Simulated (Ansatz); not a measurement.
## TiS2: field gradients at two levels of theory

Cell: a structure deposited in the COD.

```
CELL_PARAMETERS angstrom
3.41200 0.00000 0.00000
-1.70600 2.95488 0.00000
0.00000 0.00000 5.69500
ATOMIC_POSITIONS crystal
Ti 0.00000 0.00000 0.00000
S 0.33333 0.66667 0.25000
S 0.66667 0.33333 0.75000
```

Atom numbers follow the list; atoms alike are taken as one site, whose name carries the number of the first.

First run. All values are calculated (Ansatz; DFT, PBE, plane waves and PAW, scalar-relativistic, 420 eV cutoff, Γ-centred 11×11×6 k-points, Fermi–Dirac smearing 0.01 eV), not measured.

```
site  atom  V_zz (10²¹ V/m²)     η
  Ti     1             -2.02  0.00
   S     2             -1.23  0.00
```

Second run. The same atoms and settings, except that the functional is r2SCAN, the cutoff is 500 eV and the Fermi–Dirac smearing is 0.05 eV.

(1) What does the second run give?

Answers

(1) 

```csv
site,atom,V_zz,η,change of V_zz
Ti,1,-1.81,0.00,+0.21
S,2,-1.03,0.00,+0.20
```

The largest change of V_zz is on Ti, from -2.02 to -1.81. In per cent, |V_zz| changes by -10 on Ti (all sites that start above 2). The first run finds no gap above 0.1 eV, the second does.

For the first run: The run finds no gap above 0.1 eV (a metal, or nearly one), so the gradients can move by 10 % or more with the k-mesh. Semilocal functionals make gaps too small and can close them, so the real compound need not be a metal.
For the second run: The largest force is 0.3 eV/Å, so the atoms aren't at the calculated equilibrium and relaxing them would move these values. With a gap of 0.12 eV under a smearing of 0.05 eV the band edges are partly filled, so small gradients can hang on the smearing and the k-mesh.
